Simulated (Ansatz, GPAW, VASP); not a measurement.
## Cu: 3 runs at one level of theory

```xyz
1
Lattice="0.0000 1.8075 1.8075 1.8075 0.0000 1.8075 1.8075 1.8075 0.0000" Properties=species:S:1:pos:R:3 pbc="T T T"
Cu    0.0000    0.0000    0.0000
```

Alike in all runs: task single point; functional RPBE; k mesh 13 × 13 × 13; occupations gaussian, width 0.02 eV; no spin polarisation; no spin-orbit coupling. Pressure is positive in compression and, in plane waves, holds the error of the finite cutoff.

```
                                                    program and potentials  plane-wave cutoff (eV)                    notes  pressure (GPa)
                                VASP, PBE PAW files Cu, release 54, 520 eV                     520  potentials made for PBE            7.15
GPAW, the program's PAW data sets (release 1.2.1) made for this functional                     600                        -            8.32
                            Ansatz, all-electron LAPW, scalar-relativistic                       -                        -            6.57
```

The pressure spans 6.57 (Ansatz, all-electron LAPW, scalar-relativistic) to 8.32 GPa (GPAW, the program's PAW data sets (release 1.2.1) made for this functional), with all-electron results at 6.57.

The functional is the same throughout but for its coding, so the spread measures potentials, basis and numerics; runs on potential files found faulty are left out.

All three runs put copper under compression at this cell, which is close to the experimental one, so RPBE would relax the crystal to a larger volume. This is the expected behaviour of the functional. Its exchange enhancement rises more steeply with the density gradient than that of PBE, which favours inhomogeneous densities and weakens cohesion. In copper, the attraction from the sp electrons and their hybridisation with the d states then balances the repulsion between nearly filled d shells only at a larger spacing.

The sign of the pressure is common to all three implementations, but its size is less certain. The VASP result, 7.15 GPa, lies closer to the all-electron 6.57 GPa than does the GPAW result of 8.32 GPa, even though only GPAW uses data sets made for RPBE. Matching the functional in the potential therefore does not by itself secure the closest pressure, and differences in augmentation or core treatment may matter as much. A single volume fixes neither the equilibrium lattice constant nor the bulk modulus.
